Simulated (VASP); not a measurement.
# ZnS (P6_3mc) in VASP: a series of runs, part 2 of 2

VASP 6.6.1.

**4. Single point, LDA**

This run uses another cell than the first one, of 18.82 Å³/atom.

The input, INCAR:

```
  PREC = Accurate
  ENCUT = 520
  EDIFF = 1E-6
  ISMEAR = -1
  SIGMA = 0.05
  LREAL = False
  LASPH = True
  NELM = 80
  ALGO = Normal
  ISIF = 2
  LWAVE = False
  LCHARG = True
  GGA = CA
  LELF = True
  LVHAR = True
  NBANDS = 66
```

The input, KPOINTS:

```
Automatic mesh
0
Gamma
  8 8 2
```

The input, POSCAR:

```
ZnS
1.0
    3.7604801709      0.0000000000      0.0000000000
   -1.8802400855      3.2566713584      0.0000000000
    0.0000000000      0.0000000000     18.4373916028
Zn S
6 6
Direct
    0.3333333333      0.6666666667      0.8333300000
    0.6666666667      0.3333333333      0.3333300000
    0.6666666667      0.3333333333      0.6666700000
    0.3333333333      0.6666666667      0.1666700000
    0.0000000000      0.0000000000      0.5000000000
    0.0000000000      0.0000000000      0.0000000000
    0.3333333333      0.6666666667      0.9583300000
    0.6666666667      0.3333333333      0.4583300000
    0.6666666667      0.3333333333      0.7916700000
    0.3333333333      0.6666666667      0.2916700000
    0.0000000000      0.0000000000      0.6250000000
    0.0000000000      0.0000000000      0.1250000000
```

Potentials or basis: VASP PAW LDA potentials, release 64 (Zn, S).

Run with:

```sh
$ cat potpaw_LDA.64/Zn/POTCAR potpaw_LDA.64/S/POTCAR > POTCAR
$ mpirun -np 1 vasp_std > vasp.out
```

OUTCAR:

```text
PREC = Accurate
   ENCUT = 520
   EDIFF = 1E-6
   ISMEAR = -1
   LREAL = False
   LASPH = True
   NELM = 80
   ISIF = 2
   GGA = CA

 ion  position               nearest neighbor table
   1  0.333  0.667  0.833-   9 2.30   9 2.30   9 2.30   7 2.30
   2  0.667  0.333  0.333-  10 2.30  10 2.30  10 2.30   8 2.30
   3  0.667  0.333  0.667-  11 2.30  11 2.30  11 2.30   9 2.30
   4  0.333  0.667  0.167-  12 2.30  12 2.30  12 2.30  10 2.30
   5  0.000  0.000  0.500-   8 2.30   8 2.30   8 2.30  11 2.30
   6  0.000  0.000  0.000-   7 2.30   7 2.30   7 2.30  12 2.30
   7  0.333  0.667  0.958-   6 2.30   6 2.30   6 2.30   1 2.30
   8  0.667  0.333  0.458-   5 2.30   5 2.30   5 2.30   2 2.30
   9  0.667  0.333  0.792-   1 2.30   1 2.30   1 2.30   3 2.30
  10  0.333  0.667  0.292-   2 2.30   2 2.30   2 2.30   4 2.30
  11  0.000  0.000  0.625-   3 2.30   3 2.30   3 2.30   5 2.30
  12  0.000  0.000  0.125-   4 2.30   4 2.30   4 2.30   6 2.30

  LATTYP: Found a hexagonal cell.
 ALAT       =     3.7604801709
 C/A-ratio  =     4.9029354670

  Lattice vectors:

 A1 = (   3.7604801709,   0.0000000000,   0.0000000000)
 A2 = (  -1.8802400855,   3.2566713584,   0.0000000000)
 A3 = (   0.0000000000,   0.0000000000,  18.4373916028)

Analysis of symmetry for initial positions (statically):
=====================================================================
 Subroutine PRICEL returns:
 Original cell was already a primitive cell.

 Routine SETGRP: Setting up the symmetry group for a
 hexagonal supercell.

 Subroutine GETGRP returns: Found 12 space group operations
 (whereof  6 operations were pure point group operations)
 out of a pool of 24 trial point group operations.

The static configuration has the point symmetry C_3v.
 The point group associated with its full space group is C_6v.

Analysis of symmetry for dynamics (positions and initial velocities):
=====================================================================
[... 155 lines left out ...]
   LEPSILON=     F    determine dielectric tensor
   LRPA    =     F    only Hartree local field effects (RPA)
 non-spin polarized calculation
  energy-cutoff  :      520.00
  volume of cell :      225.80
 maximum number of plane-waves:      6113
 NGX is ok and might be reduce to    28
   NGX = 13   NGY = 13   NGZ = 69

 number of electron     107.9999986 magnetization

 Free energy of the ion-electron system (eV)
  ---------------------------------------------------
  ext. energy  EPLUGINS =         0.00000000
  ---------------------------------------------------
  free energy    TOTEN  =       -49.23016775 eV

  energy without entropy =      -49.23016775  energy(sigma->0) =      -49.23016775

 E-fermi :   3.4059     XC(G=0): -10.2547

 val. band max:        2.3895391272   @ k =   0.0000   0.0000   0.0000
 cond. band min:       4.5162875164   @ k =   0.0000   0.0000   0.0000
 fundamental gap:      2.1267483892
 Fermi energy:         3.4059005232

 k-point     1 :       0.0000    0.0000    0.0000
  band No.  band energies     occupation
      1     -11.0689      2.00000
      2     -10.8472      2.00000
      3     -10.8394      2.00000
      4     -10.3306      2.00000
      5     -10.3228      2.00000
      6     -10.0237      2.00000
[... 1369 lines left out ...]
     65       8.8870      0.00000
     66       8.8870      0.00000

------------------------ aborting loop because EDIFF is reached ----------------------------------------

  FORCE on cell =-STRESS in cart. coord.  units (eV):
  Direction    XX          YY          ZZ          XY          YZ          ZX
  --------------------------------------------------------------------------------------
  -------------------------------------------------------------------------------------
  Total       -1.1936929     -1.1936929     -1.0771014      0.0000000      0.0000000      0.0000000
  in kB       -8.4700596     -8.4700596     -7.6427640      0.0000000      0.0000000      0.0000000
  external PRESSURE =      -8.1942944 kB  Pullay stress =       0.0000000 kB

 VOLUME and BASIS-vectors are now :
 -----------------------------------------------------------------------------
  energy-cutoff  :      520.00
  volume of cell :      225.80
      direct lattice vectors                 reciprocal lattice vectors
     3.760480171  0.000000000  0.000000000     0.265923487  0.153530997  0.000000000
    -1.880240086  3.256671358  0.000000000     0.000000000  0.307061994  0.000000000
     0.000000000  0.000000000 18.437391603     0.000000000  0.000000000  0.054237607

 POSITION                                       TOTAL-FORCE (eV/Angst)
 -----------------------------------------------------------------------------------
     -0.00000      2.17111     15.36443         0.000000      0.000000      0.003432
      1.88024      1.08556      6.14574        -0.000000     -0.000000      0.003432
      1.88024      1.08556     12.29166         0.000000      0.000000      0.020352
     -0.00000      2.17111      3.07296        -0.000000     -0.000000      0.020352
      0.00000      0.00000      9.21870        -0.000000      0.000000     -0.007505
      0.00000      0.00000      0.00000         0.000000     -0.000000     -0.007505
     -0.00000      2.17111     17.66911         0.000000      0.000000     -0.033759
      1.88024      1.08556      8.45041        -0.000000      0.000000     -0.033759
      1.88024      1.08556     14.59633        -0.000000     -0.000000     -0.009804
     -0.00000      2.17111      5.37763        -0.000000      0.000000     -0.009804
      0.00000      0.00000     11.52337         0.000000      0.000000      0.027285
      0.00000      0.00000      2.30467        -0.000000      0.000000      0.027285
 -----------------------------------------------------------------------------------
    total drift:                               -0.000002     -0.000004      0.000154

  FREE ENERGIE OF THE ION-ELECTRON SYSTEM (eV)
  ---------------------------------------------------
  free  energy   TOTEN  =       -49.2301677512 eV

  energy  without entropy=      -49.2301677511  energy(sigma->0) =      -49.23016775
```

Wall time 6.8 min (1 thread of Oxide Virtual Turin-like, shared host); peak memory 0.35 GiB.

Results:

- Free energy: -49.2302 eV
- Pressure: -0.8 GPa
- Largest force: 0.034 eV/Å
- Band gap on the k mesh: 2.13 eV

Forces on the atoms (eV/Å):
```
Zn   0.000  0.000  0.003
Zn   0.000  0.000  0.003
Zn   0.000  0.000  0.020
Zn   0.000  0.000  0.020
Zn   0.000  0.000 -0.008
Zn   0.000  0.000 -0.008
S    0.000  0.000 -0.034
S    0.000  0.000 -0.034
S    0.000  0.000 -0.010
S    0.000  0.000 -0.010
S    0.000  0.000  0.027
S    0.000  0.000  0.027
```

**5. Overview**

| level | potentials or basis | cell | gap on the mesh (eV) | pressure (GPa) | largest force (eV/Å) |
| --- | --- | --- | --- | --- | --- |
| LDA | VASP PAW LDA potentials, release 64 (Zn, S) | a = 3.887, b = 3.887, c = 19.057 Å, angles 90.0, 90.0, 120.0°, 12 atoms | 1.68 | -7.4 | 0.03 |
| BLYP+D3(BJ) | VASP PAW PBE potentials, release 64 (Zn, S) | a = 3.734, b = 3.734, c = 18.308 Å, angles 90.0, 90.0, 120.0°, 12 atoms | 2.48 | 5.2 | 0.06 |
| LDA | VASP PAW LDA potentials, release 64 (Zn, S) | a = 3.760, b = 3.760, c = 18.437 Å, angles 90.0, 90.0, 120.0°, 12 atoms | 2.13 | -0.8 | 0.03 |

Alike in all rows: task single point; no spin polarisation; k mesh 8 × 8 × 2; cutoff (eV) 520; smearing fermi-dirac 0.05 eV.

Caveats: the cell stands under tension (at least some runs); the cell stands under pressure (at least some runs); the PAW data sets were made with another functional, which shifts forces and pressure a little (at least some runs).

Total energies depend on the potentials used, so only differences within one code and one set of settings carry meaning.

**6. Comparison with measurements**

Step 4. Against the measured gap of ZnS, 3.911 eV (direct; 4 K; a printed reference work, monograph), the calculated 2.13 eV is off by -1.78 eV. The value is that of LDA on a finite k mesh, which can miss the band edges, without temperature or zero-point motion. Semilocal functionals fall short of measured gaps as a rule.
